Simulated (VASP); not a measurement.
# Ca (Im-3m) in VASP: settings compared, part 2 of 2

VASP 6.6.1. Earlier steps stand in the parts before.

## (4) Single point, PBE

Contents of INCAR:

```
PREC = Accurate
ENCUT = 520
EDIFF = 1E-6
ISMEAR = 0
SIGMA = 0.05
LREAL = False
LASPH = True
NELM = 100
ALGO = Normal
ISIF = 2
LWAVE = False
LCHARG = False
GGA = PE
NBANDS = 11
```

Contents of KPOINTS:

```
regular mesh
0
Gamma
  7 7 7
```

Contents of POSCAR:

```
Ca
1.0
   -2.2400000000      2.2400000000      2.2400000000
    2.2400000000     -2.2400000000      2.2400000000
    2.2400000000      2.2400000000     -2.2400000000
Ca
1
Direct
    0.0000000000      0.0000000000      0.0000000000
```

Potentials or basis: VASP PAW PBE potentials, release 64 (Ca_sv).

On the command line:

```sh
$ cat potpaw_PBE.64/Ca_sv/POTCAR > POTCAR
$ mpirun -np 1 vasp_std > vasp.out
```

OUTCAR:

```text
PREC = Accurate
   ENCUT = 520
   EDIFF = 1E-6
   ISMEAR = 0
   LREAL = False
   LASPH = True
   NELM = 100
   ISIF = 2
   GGA = PE

 ion  position               nearest neighbor table
   1  0.000  0.000  0.000-

  LATTYP: Found a body centered cubic cell.
 ALAT       =     4.4800000000

  Lattice vectors:

 A1 = (  -2.2400000000,   2.2400000000,   2.2400000000)
 A2 = (   2.2400000000,  -2.2400000000,   2.2400000000)
 A3 = (   2.2400000000,   2.2400000000,  -2.2400000000)

Analysis of symmetry for initial positions (statically):
=====================================================================
 Subroutine PRICEL returns:
 Original cell was already a primitive cell.

 Routine SETGRP: Setting up the symmetry group for a
 body centered cubic supercell.

 Subroutine GETGRP returns: Found 48 space group operations
 (whereof 48 operations were pure point group operations)
 out of a pool of 48 trial point group operations.

The static configuration has the point symmetry O_h .

Analysis of symmetry for dynamics (positions and initial velocities):
=====================================================================
 Subroutine PRICEL returns:
 Original cell was already a primitive cell.

 Routine SETGRP: Setting up the symmetry group for a
 body centered cubic supercell.

 Subroutine GETGRP returns: Found 48 space group operations
 (whereof 48 operations were pure point group operations)
 out of a pool of 48 trial point group operations.

The dynamic configuration has the point symmetry O_h .

 Subroutine INISYM returns: Found 48 space group operations
 (whereof 48 operations are pure point group operations),
 and found     1 'primitive' translations

----------------------------------------------------------------------------------------

                                     Primitive cell

  volume of cell :      44.9577

  direct lattice vectors                    reciprocal lattice vectors
    -2.240000000  2.240000000  2.240000000     0.000000000  0.223214286  0.223214286
     2.240000000 -2.240000000  2.240000000     0.223214286  0.000000000  0.223214286
     2.240000000  2.240000000 -2.240000000     0.223214286  0.223214286  0.000000000

  length of vectors
     3.879793809  3.879793809  3.879793809     0.315672670  0.315672670  0.315672670

  position of ions in fractional coordinates (direct lattice)
     0.000000000  0.000000000  0.000000000

  ion indices of the primitive-cell ions
   primitive index   ion index
                 1           1

----------------------------------------------------------------------------------------

 KPOINTS: regular mesh

Automatic generation of k-mesh.
 Grid dimensions read from file:
 generate k-points for:    7    7    7

 Generating k-lattice:

  Cartesian coordinates                     Fractional coordinates (reciprocal lattice)
     0.000000000  0.031887755  0.031887755     0.142857143  0.000000000  0.000000000
     0.031887755  0.000000000  0.031887755     0.000000000  0.142857143  0.000000000
     0.031887755  0.031887755  0.000000000     0.000000000  0.000000000  0.142857143

  Length of vectors
     0.045096096  0.045096096  0.045096096

  Shift w.r.t. Gamma in fractional coordinates (k-lattice)
     0.000000000  0.000000000  0.000000000

 Subroutine IBZKPT returns following result:
 ===========================================

 Found     20 irreducible k-points:

 Following reciprocal coordinates:
            Coordinates               Weight
  0.000000  0.000000  0.000000      1.000000
  0.142857  0.000000  0.000000     12.000000
  0.285714  0.000000  0.000000     12.000000
  0.428571  0.000000  0.000000     12.000000
  0.142857  0.142857  0.000000     24.000000
  0.285714  0.142857  0.000000     48.000000
[... 12 lines left out ...]
 -0.428571 -0.428571  0.285714      8.000000
 -0.428571  0.428571  0.428571      6.000000
   k-points           NKPTS =     20   k-points in BZ     NKDIM =     20   number of bands    NBANDS=     11
   number of dos      NEDOS =    301   number of ions     NIONS =      1
   total plane-waves  NPLWV =  27000
   dimension x,y,z NGX =    30 NGY =   30 NGZ =   30
   dimension x,y,z NGXF=    60 NGYF=   60 NGZF=   60
   ions per type =               1
   NGX,Y,Z   is equivalent  to a cutoff of  12.85, 12.85, 12.85 a.u.
   NGXF,Y,Z  is equivalent  to a cutoff of  25.71, 25.71, 25.71 a.u.
 SYSTEM =  unknown system
   PREC   = accura    normal or accurate (medium, high low for compatibility)
   ISTART =      0    job   : 0-new  1-cont  2-samecut
   ICHARG =      2    charge: 1-file 2-atom 10-const
   ISPIN  =      1    spin polarized calculation?
   LNONCOLLINEAR =      F non collinear calculations
   LSORBIT =      F    spin-orbit coupling
   LASPH  =      T    aspherical Exc in radial PAW
   ENCUT  =  520.0 eV  38.22 Ry    6.18 a.u.   7.21  7.21  7.21*2*pi/ulx,y,z
   NELM   =    100;   NELMIN=  2; NELMDL= -5     # of ELM steps
   EDIFF  = 0.1E-05   stopping-criterion for ELM
   LREAL  =      F    real-space projection
   EDIFFG = 0.1E-04   stopping-criterion for IOM
   NSW    =      0    number of steps for IOM
   IBRION =     -1    ionic relax: 0-MD 1-quasi-New 2-CG
   NFREE  =      0    steps in history (QN), initial steepest desc. (CG)
   ISIF   =      2    stress and relaxation
   ISYM   =      2    0-nonsym 1-usesym 2-fastsym
   POTIM  = 0.5000    time-step for ionic-motion
   TEBEG  =    0.0;   TEEND  =   0.0 temperature during run
   PSTRESS=    0.0 pullay stress
   NELECT =      10.0000    total number of electrons
   NUPDOWN=      -1.0000    fix difference up-down
   EMIN   =  10.00;   EMAX   =-10.00  energy-range for DOS
   EFERMI =   0.00;   METHOD = LEGACY
   ISMEAR =     0;   SIGMA  =   0.05  broadening in eV -4-tet -1-fermi 0-gaus
   EFERMI_NEDOS =   21; number of points for ismear=-14 and -15
   IALGO  =     38    algorithm
   IMIX   =      4    mixing-type and parameters
     AMIX     =   0.40;   BMIX     =  1.00
     AMIX_MAG =   1.60;   BMIX_MAG =  1.00
  volume/ion in A,a.u.               =      44.96       303.39
  Fermi-wavevector in a.u.,A,eV,Ry     =   0.991913  1.874443 13.386649  0.983891
  Thomas-Fermi vector in A             =   2.123688
   LORBIT       =      0    0 simple, 1 ext, 2 COOP (PROOUT), +10 PAW based schemes
   GGA     = PE    functional components
   LHFCALC =     F    Hartree Fock is set to
   AEXX    =    0.0000 exact exchange contribution
   IVDW    =     0    specifies the selected vdW correction
   LEPSILON=     F    determine dielectric tensor
   LRPA    =     F    only Hartree local field effects (RPA)
 non-spin polarized calculation
 Gauss-broadening in eV      SIGMA  =   0.05
  energy-cutoff  :      520.00
  volume of cell :       44.96
 maximum number of plane-waves:      1224
 NGX is ok and might be reduce to    30

 number of electron      10.0000001 magnetization

 Free energy of the ion-electron system (eV)
  ---------------------------------------------------
  ext. energy  EPLUGINS =         0.00000000
  ---------------------------------------------------
  free energy    TOTEN  =        -1.90558170 eV

  energy without entropy =       -1.90175647  energy(sigma->0) =       -1.90366908

 E-fermi :   1.7409     XC(G=0):  -7.5444

 val. band max:        1.7141933310   @ k =   0.4286   0.1429   0.0000
 cond. band min:       1.7624870444   @ k =  -0.4286   0.4286   0.4286
 fundamental gap:      0.0482937134
 Fermi energy:         1.7409429327

 k-point     1 :       0.0000    0.0000    0.0000
  band No.  band energies     occupation
      1     -40.4642      2.00000
      2     -21.3851      2.00000
      3     -21.3851      2.00000
      4     -21.3851      2.00000
      5      -2.1934      2.00000
      6       3.9563      0.00000
      7       3.9563      0.00000
      8       3.9563      0.00000
      9       4.9453      0.00000
     10       4.9453      0.00000
     11      11.6486      0.00000
[... 253 lines left out ...]
 k-point    20 :      -0.4286    0.4286    0.4286
  band No.  band energies     occupation
      1     -40.4456      2.00000
      2     -21.4650      2.00000
      3     -21.4617      2.00000
      4     -21.4617      2.00000
      5       1.7625      0.54229
      6       1.9869      0.00000
      7       4.7810      0.00000
      8       4.7810      0.00000
      9       4.9960      0.00000
     10       5.5814      0.00000
     11       6.5325      0.00000

------------------------ aborting loop because EDIFF is reached ----------------------------------------

  FORCE on cell =-STRESS in cart. coord.  units (eV):
  Direction    XX          YY          ZZ          XY          YZ          ZX
  --------------------------------------------------------------------------------------
  -------------------------------------------------------------------------------------
  Total       -0.2470926     -0.2470926     -0.2470926      0.0000000      0.0000000     -0.0000000
  in kB       -8.8057497     -8.8057497     -8.8057497      0.0000000      0.0000000     -0.0000000
  external PRESSURE =      -8.8057497 kB  Pullay stress =       0.0000000 kB

 VOLUME and BASIS-vectors are now :
 -----------------------------------------------------------------------------
  energy-cutoff  :      520.00
  volume of cell :       44.96
      direct lattice vectors                 reciprocal lattice vectors
    -2.240000000  2.240000000  2.240000000     0.000000000  0.223214286  0.223214286
     2.240000000 -2.240000000  2.240000000     0.223214286  0.000000000  0.223214286
     2.240000000  2.240000000 -2.240000000     0.223214286  0.223214286  0.000000000

 POSITION                                       TOTAL-FORCE (eV/Angst)
 -----------------------------------------------------------------------------------
      0.00000      0.00000      0.00000         0.000000     -0.000000      0.000000
 -----------------------------------------------------------------------------------
    total drift:                               -0.000000     -0.000000      0.000000

  FREE ENERGIE OF THE ION-ELECTRON SYSTEM (eV)
  ---------------------------------------------------
  free  energy   TOTEN  =        -1.9055817016 eV

  energy  without entropy=       -1.9017564658  energy(sigma->0) =       -1.90366908
```

It took 8.5 s on 1 thread of Intel Xeon Platinum 8488C (Sapphire Rapids), shared host; peak memory 0.16 GiB.

What came out:

```
Free energy            : -1.9056 eV
Pressure               : -0.9 GPa
Band gap on the k mesh : none (metal or under the smearing width)
```

Levels at points of the mesh, in eV from the Fermi level:
| k point | band 2 | band 3 | band 4 | band 5 | band 6 | band 7 | band 8 | band 9 |
| --- | --- | --- | --- | --- | --- | --- | --- | --- |
| (0.00, 0.00, 0.00) | -23.13 | -23.13 | -23.13 | -3.93 | 2.22 | 2.22 | 2.22 | 3.20 |

## (5) Single point, PBE

Contents of INCAR:

```
ALGO     = Normal         # electronic algorithm
EDIFF    = 1E-6           # SCF threshold, eV
ENCUT    = 520            # plane-wave cutoff, eV
GGA      = PE             # functional
ISIF     = 2              # what is computed and relaxed
ISMEAR   = 0              # smearing method
LASPH    = T              # aspherical terms in the spheres
LCHARG   = T              # write CHGCAR
LELF     = T              # ELF
LREAL    = F              # projectors in reciprocal space
LVHAR    = T            
LWAVE    = F              # write WAVECAR
NBANDS   = 11             # bands
NELM     = 100            # most SCF steps
PREC     = Accurate       # precision mode
SIGMA    = 0.05           # smearing width, eV
```

Contents of KPOINTS:

```
k-points
0
Gamma
  7 7 7
```

POSCAR is that of step 4.

Potentials or basis: VASP PAW PBE potentials, release 64 (Ca_sv).

On the command line:

```sh
$ cat potpaw_PBE.64/Ca_sv/POTCAR > POTCAR
$ mpirun -np 1 vasp_std > vasp.out
```

OUTCAR:

```text
EDIFF = 1E-6
   ENCUT = 520
   GGA = PE
   ISIF = 2
   ISMEAR = 0
   LASPH = T
   LREAL = F
   NELM = 100
   PREC = Accurate

 ion  position               nearest neighbor table
   1  0.000  0.000  0.000-

  LATTYP: Found a body centered cubic cell.
 ALAT       =     4.4800000000

  Lattice vectors:

 A1 = (  -2.2400000000,   2.2400000000,   2.2400000000)
 A2 = (   2.2400000000,  -2.2400000000,   2.2400000000)
 A3 = (   2.2400000000,   2.2400000000,  -2.2400000000)

[... 454 lines left out ...]
     11       6.5325      0.00000

------------------------ aborting loop because EDIFF is reached ----------------------------------------

  FORCE on cell =-STRESS in cart. coord.  units (eV):
  Direction    XX          YY          ZZ          XY          YZ          ZX
  --------------------------------------------------------------------------------------
  -------------------------------------------------------------------------------------
  Total       -0.2470926     -0.2470926     -0.2470926      0.0000000      0.0000000     -0.0000000
  in kB       -8.8057497     -8.8057497     -8.8057497      0.0000000      0.0000000     -0.0000000
  external PRESSURE =      -8.8057497 kB  Pullay stress =       0.0000000 kB

 VOLUME and BASIS-vectors are now :
 -----------------------------------------------------------------------------
  energy-cutoff  :      520.00
  volume of cell :       44.96
      direct lattice vectors                 reciprocal lattice vectors
    -2.240000000  2.240000000  2.240000000     0.000000000  0.223214286  0.223214286
     2.240000000 -2.240000000  2.240000000     0.223214286  0.000000000  0.223214286
     2.240000000  2.240000000 -2.240000000     0.223214286  0.223214286  0.000000000

 POSITION                                       TOTAL-FORCE (eV/Angst)
 -----------------------------------------------------------------------------------
      0.00000      0.00000      0.00000         0.000000     -0.000000      0.000000
 -----------------------------------------------------------------------------------
    total drift:                               -0.000000     -0.000000      0.000000

  FREE ENERGIE OF THE ION-ELECTRON SYSTEM (eV)
  ---------------------------------------------------
  free  energy   TOTEN  =        -1.9055817016 eV

  energy  without entropy=       -1.9017564658  energy(sigma->0) =       -1.90366908
```

OSZICAR:

```text
N       E                     dE             d eps       ncg     rms          rms(c)
DAV:   1     0.609187613933E+02    0.60919E+02   -0.47891E+03   440   0.790E+02
DAV:   2    -0.383545755754E+00   -0.61302E+02   -0.60729E+02   488   0.203E+02
DAV:   3    -0.184762349171E+01   -0.14641E+01   -0.14481E+01   648   0.293E+01
DAV:   4    -0.190865283965E+01   -0.61029E-01   -0.60729E-01   549   0.477E+00
DAV:   5    -0.191010823490E+01   -0.14554E-02   -0.14552E-02   631   0.695E-01    0.223E+00
DAV:   6    -0.190606787228E+01    0.40404E-02   -0.10565E-02   547   0.111E+00    0.136E+00
DAV:   7    -0.190594115261E+01    0.12672E-03   -0.16067E-02   507   0.146E+00    0.949E-02
DAV:   8    -0.190555804873E+01    0.38310E-03   -0.16448E-03   526   0.389E-01    0.233E-02
DAV:   9    -0.190558025024E+01   -0.22202E-04   -0.97813E-05   577   0.818E-02    0.116E-02
DAV:  10    -0.190558253536E+01   -0.22851E-05   -0.94055E-06   666   0.234E-02    0.982E-04
DAV:  11    -0.190558170164E+01    0.83372E-06   -0.24334E-07   325   0.465E-03
   1 F= -.19055817E+01 E0= -.19036691E+01  d E =-.382524E-02
```

stdout:

```text
POSCAR found type information on POSCAR Ca
 POSCAR found :  1 types and       1 ions
 scaLAPACK will be used
 LDA part: xc-table for (Slater+PW92), standard interpolation
 POSCAR, INCAR and KPOINTS ok, starting setup
 FFT: planning ... GRIDC
 FFT: planning ... GRID_SOFT
 FFT: planning ... GRID
 WAVECAR not read
 entering main loop
```

Wall time 10 s (1 thread of Intel Xeon Platinum 8488C (Sapphire Rapids), shared host); peak memory 0.16 GiB.

Results:

```yaml
Free_energy: -1.9056 eV
Pressure: -0.9 GPa
Band_gap_on_the_k_mesh: none (metal or under the smearing width)
```

## (6) Single point, PBE0+D4

This run uses another cell than the first one, of 42.15 Å³/atom, 0.938 times its volume.

Contents of POSCAR:

```
Ca
1.0
   -2.1923532596      2.1923532596      2.1923532596
    2.1923532596     -2.1923532596      2.1923532596
    2.1923532596      2.1923532596     -2.1923532596
Ca
1
Direct
    0.0000000000      0.0000000000      0.0000000000
```

Contents of INCAR.step1:

```
SYSTEM = Ca
  PREC = Accurate
  ENCUT = 520
  EDIFF = 1E-5
  ISMEAR = 1
  SIGMA = 0.05
  LREAL = .False.
  LASPH = .True.
  NELM = 80
  ALGO = Normal
  ISIF = 2
  LWAVE = .True.
  LCHARG = .False.
  GGA = PE
  NBANDS = 11
```

Contents of INCAR.step2:

```
SYSTEM = Ca
  PREC = Accurate
  ENCUT = 520
  EDIFF = 1E-7
  ISMEAR = 1
  SIGMA = 0.05
  LREAL = .False.
  LASPH = .True.
  NELM = 80
  ALGO = Normal
  ISIF = 2
  LWAVE = .False.
  LCHARG = .False.
  GGA = PE
  LHFCALC = .True.
  AEXX = 0.25
  PRECFOCK = Normal
  HFRCUT = -1
  IVDW = 13
  ISTART = 1
  NBANDS = 11
```

Contents of KPOINTS:

```
regular mesh
0
Gamma
  6 6 6
  0 0 0
```

Potentials or basis: VASP PAW PBE potentials, release 64 (Ca_sv).

On the command line:

```sh
$ cat potpaw_PBE.64/Ca_sv/POTCAR > POTCAR
$ cp INCAR.step1 INCAR
$ mpirun -np 1 vasp_std > vasp.out
$ cp INCAR.step2 INCAR
$ mpirun -np 1 vasp_std > vasp.out
```

Wall time 20 min (1 thread of Intel Xeon Platinum 8488C (Sapphire Rapids), shared host); peak memory 0.17 GiB.

The run converged. Its results:

| Quantity | Value |
| --- | --- |
| Free energy | -1.9514 eV |
| Pressure | 0.3 GPa |
| Band gap on the k mesh | none (metal or under the smearing width) |
| Dispersion energy per atom | -0.167 eV |

Levels at points of the mesh, in eV from the Fermi level:
```tsv
k point	band 3	band 4	band 5	band 6	band 7	band 8
(0.00, 0.00, 0.00)	-25.84	-25.84	-5.50	3.32	3.32	3.32
(0.50, 0.00, 0.00)	-25.89	-25.84	-1.42	-0.75	2.17	4.35
(0.50, 0.50, 0.50)	-25.95	-25.95	0.45	0.45	4.33	4.33
```

Caveat: the PAW data sets were made with another functional, which shifts forces and pressure a little; pairwise dispersion overbinds metals, which lowers pressure and volume.

## (7) The runs side by side

| level | cell | k mesh | smearing | exchange at q = 0 | grid for exact exchange (PRECFOCK) | gap on the mesh (eV) | pressure (GPa) |
| --- | --- | --- | --- | --- | --- | --- | --- |
| PBE | Im-3m, 44.96 Å³/atom | 8 × 8 × 8 | fermi-dirac 0.05 eV | - | - | none | -1.0 |
| PBE | volume scaled by 0.96 | 8 × 8 × 8 | fermi-dirac 0.05 eV | - | - | none | -0.4 |
| PBE | Im-3m, 44.96 Å³/atom | 7 × 7 × 7 | gaussian 0.05 eV | - | - | none | -0.9 |
| PBE0+D4 | Im-3m, 42.15 Å³/atom | 6 × 6 × 6 | methfessel-paxton 0.05 eV | truncated | Normal | none | 0.3 |

Alike in all rows: task single point; potentials or basis VASP PAW PBE potentials, release 64 (Ca_sv); no spin polarisation; cutoff (eV) 520.

Every run on the cell as given and a fine mesh finds a metal. The pressure there spans -1.0 GPa (PBE) to 0.3 GPa (PBE0+D4); a positive pressure means that this level wants a larger cell, a negative one a smaller.

Caveats: the PAW data sets were made with another functional, which shifts forces and pressure a little (some runs); pairwise dispersion overbinds metals, which lowers pressure and volume (some runs).

Total energies depend on the potentials used, so only differences within one code and one set of settings carry meaning.
